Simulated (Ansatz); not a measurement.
# TaS2: the cost of one run

Computed with Ansatz 0.2.0 (DFT PBE+U (U_eff = 7 eV on Ta d), plane waves, PAW, no spin–orbit coupling unless a run says so, unless a step's input says otherwise).

### 1 Starting point

It takes space group P-3m1 (No. 164, trigonal). The conventional cell has a = 3.350 Å, b = 3.350 Å, c = 5.860 Å, α = 90.00°, β = 90.00°, γ = 120.00°. Ta (site symmetry -3m) has 6 S at 2.43 Å as nearest neighbours. Around S (site symmetry 3m) lie 3 Ta at 2.43 Å.

Coordinates:

```cif
data_structure
_symmetry_space_group_name_H-M 'P 1'
_symmetry_Int_Tables_number 1
_cell_length_a 3.3500
_cell_length_b 3.3500
_cell_length_c 5.8600
_cell_angle_alpha 90.000
_cell_angle_beta 90.000
_cell_angle_gamma 120.000
_cell_volume 56.95
loop_
_atom_site_label
_atom_site_type_symbol
_atom_site_fract_x
_atom_site_fract_y
_atom_site_fract_z
_atom_site_occupancy
Ta1 Ta 0.00000 0.00000 0.00000 1
S1 S 0.33333 0.66667 0.25000 1
S2 S 0.66667 0.33333 0.75000 1
```

Magnetic order typed: ferromagnetic.

### 2 From atoms, symmetry kept, no search

The input, input.yaml:

```yaml
crystal:
  lattice:
    - [3.3500014, 0.0, 0.0]
    - [-1.6750007, 2.90118631, 0.0]
    - [0.0, 0.0, 5.85999874]
  atoms:
    - { symbol: Ta, position: [0.0, 0.0, 0.0], spin: 1.0 }
    - { symbol: S, position: [0.3333333333, 0.6666666667, 0.25] }
    - { symbol: S, position: [0.6666666667, 0.3333333333, 0.75] }
basis:
  ecutwfc: 420
  ecutrho_ratio: 4
kpoints:
  mp_grid: { grid: [7, 7, 3] }
hamiltonian:
  xc: pbe
  hubbard: { sites: [{ site: 0, l: d, u_eff: 7.0 }] }
scf:
  occupations: { method: gaussian, width: 0.05 }
  lower_state_search: "off"
  max_iter: 150
output:
  forces: true
  stress: true
  eigenvalues: true
  populations: true
  hubbard: { sites: [{ site: 0, l: d }] }
magnetization:
  spin_polarized: true
```

On the command line:

```console
$ ansatz run input.yaml --threads 2 --pin off --max-ram 3072MiB --backend cpu --events-out ev --progress --plain --runs-dir out
```

Q: Estimate wall time and peak memory on 2 threads of Intel Xeon Platinum 8488C (Sapphire Rapids), shared host.

About 2.4 s, with a peak of 0.39 GiB.
